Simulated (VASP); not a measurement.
Input of a VASP 6.6.1 run:

INCAR

```
PREC = Accurate
ENCUT = 600
EDIFF = 1E-7
ISMEAR = 0
SIGMA = 0.05
LREAL = False
LASPH = True
NELM = 60
ALGO = Normal
ISIF = 3
LWAVE = False
LCHARG = False
GGA = RP
IBRION = 2
NSW = 40
EDIFFG = -0.01
```

KPOINTS

```
Automatic mesh
0
Gamma
  9 10 9
```

The input POSCAR:

```
I
1.0
   -2.2399120100      2.0406045100      2.2754012200
    1.8440154800     -2.1717393000      2.0106394700
    2.2168823400      2.1487096300     -2.4065360000
I
1
Direct
    0.0000000000      0.0000000000      0.0000000000
```

Potentials or basis: VASP PAW PBE potentials, release 64 (I).

The run is started by

```console
$ cat potpaw_PBE.64/I/POTCAR > POTCAR
$ mpirun -np 1 vasp_std > vasp.out
```

(1) Estimate the relaxed volume.

(2) Predict the relaxed cell.

(3) What does it give for the space group after relaxing (to 0.05 Å)?

Results:

(1) 69.22 Å³/atom.

(2) a = 5.927 Å, b = 4.422 Å, c = 5.870 Å, α = 110.60°, β = 126.74°, γ = 112.94°.

(3) P-1 (No. 2).

Caveat: the volume moved by over 15 % at a fixed basis, so the end points are rough; the PAW data sets were made with another functional, which shifts forces and pressure a little; an odd number of electrons without spin polarisation forces a metal; a magnetic or distorted state may lie lower.
